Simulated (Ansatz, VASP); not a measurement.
**Ta: VASP beside Ansatz**

INCAR

```
SYSTEM = Ta
PREC = Accurate
ENCUT = 520
EDIFF = 1E-7
ISMEAR = 0
SIGMA = 0.05
LREAL = .False.
LASPH = .True.
NELM = 80
ALGO = Fast
ISIF = 2
LWAVE = .False.
LCHARG = .False.
GGA = PE
NBANDS = 12
```

The input KPOINTS:

```
regular mesh
0
Gamma
  18 18 18
  0 0 0
```

POSCAR

```
Ta
1.0
   -1.6608492987      1.6608492987      1.6608492987
    1.6608492987     -1.6608492987      1.6608492987
    1.6608492987      1.6608492987     -1.6608492987
Ta
1
Direct
    0.0000000000      0.0000000000      0.0000000000
```

Input for Ansatz:

```yaml
crystal:
  lattice:
    - [-1.6608492987, 1.6608492987, 1.6608492987]
    - [1.6608492987, -1.6608492987, 1.6608492987]
    - [1.6608492987, 1.6608492987, -1.6608492987]
  atoms:
    - { symbol: Ta, position: [0.0, 0.0, 0.0] }
basis:
  ecutwfc: 420
  ecutrho_ratio: 4
kpoints:
  mp_grid: { grid: [18, 18, 18] }
hamiltonian:
  xc: pbe
scf:
  occupations: { method: gaussian, width: 0.05 }
output:
  forces: true
  stress: true
  eigenvalues: true
```

Alike in both runs: task single point; functional PBE; k mesh 18 × 18 × 18; occupations gaussian, width 0.05 eV; no spin polarisation.

|  | VASP | Ansatz |
| --- | --- | --- |
| version | VASP 6.6.1 | Ansatz 0.2.0 |
| potentials or method | VASP PAW PBE potentials, release 64 (Ta_pv) | scalar-relativistic, plane waves, PAW |
| plane-wave cutoff (eV) | 520 | 420 |
| valence electrons in the cell | 11 | 13 |

|  | VASP | Ansatz | Ansatz less VASP |
| --- | --- | --- | --- |
| gap on the k mesh at the Fermi level (eV) | none | none | - |
| pressure (GPa) | -0.4 | -0.5 | -0.09 |

A gap of «none» marks a metal or a gap that the smearing closes. The two sets of potentials don't hold the same shells in valence.

The runs have no spin-orbit coupling, so splittings on Ta are missing.
